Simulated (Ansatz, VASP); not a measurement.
**NaI: VASP beside Ansatz**

File INCAR:

```
SYSTEM = NaI
  PREC = Accurate
  ENCUT = 520
  EDIFF = 1E-6
  ISMEAR = 0
  SIGMA = 0.02
  LREAL = .False.
  LASPH = .True.
  NELM = 80
  ALGO = Normal
  ISIF = 2
  LWAVE = .False.
  LCHARG = .False.
  GGA = PE
  NBANDS = 14
```

Contents of KPOINTS:

```
regular mesh
0
Gamma
  6 6 6
  0 0 0
```

The input POSCAR:

```
NaI
1.0
    0.0000000000      3.1636084489      3.1636084489
    3.1636084489      0.0000000000      3.1636084489
    3.1636084489      3.1636084489      0.0000000000
Na I
1 1
Direct
    0.5000000000      0.5000000000      0.5000000000
    0.0000000000      0.0000000000      0.0000000000
```

Input for Ansatz:

```yaml
crystal:
  lattice:
    - [0.0, 3.1636084489, 3.1636084489]
    - [3.1636084489, 0.0, 3.1636084489]
    - [3.1636084489, 3.1636084489, 0.0]
  atoms:
    - { symbol: Na, position: [0.5, 0.5, 0.5] }
    - { symbol: I, position: [0.0, 0.0, 0.0] }
basis:
  ecutwfc: 420
kpoints:
  mp_grid: { grid: [6, 6, 6] }
hamiltonian:
  xc: pbe
scf:
  occupations: { method: gaussian, width: 0.02 }
output:
  forces: true
  stress: true
  eigenvalues: true
```

Alike in both runs: task single point; functional PBE; k mesh 6 × 6 × 6; occupations gaussian, width 0.02 eV; no spin polarisation.

|  | VASP | Ansatz |
| --- | --- | --- |
| version | VASP 6.6.1 | Ansatz 0.2.0 |
| potentials or method | VASP PAW PBE potentials, release 64 (Na_pv, I) | scalar-relativistic, plane waves, PAW |
| plane-wave cutoff (eV) | 520 | 420 |
| valence electrons in the cell | 14 | 26 |

VASP gave:

| Property | Result |
| --- | --- |
| gap on the k mesh at the Fermi level (eV) | 3.83 |
| least direct gap on the mesh (eV) | 3.83 |
| pressure (GPa) | 1.8 |

**Question.** What did Ansatz give for the same quantities?

**Answer.** gap on the k mesh at the Fermi level (eV): 3.84; least direct gap on the mesh (eV): 3.84; pressure (GPa): 1.8.

With one functional, cell and mesh, what is left measures potentials, basis and numerics. The two sets of potentials don't hold the same shells in valence.

Caveats: spin-orbit coupling is left out, which moves the levels of the heavy elements. As with any semilocal functional, this PBE gap is likely too small.
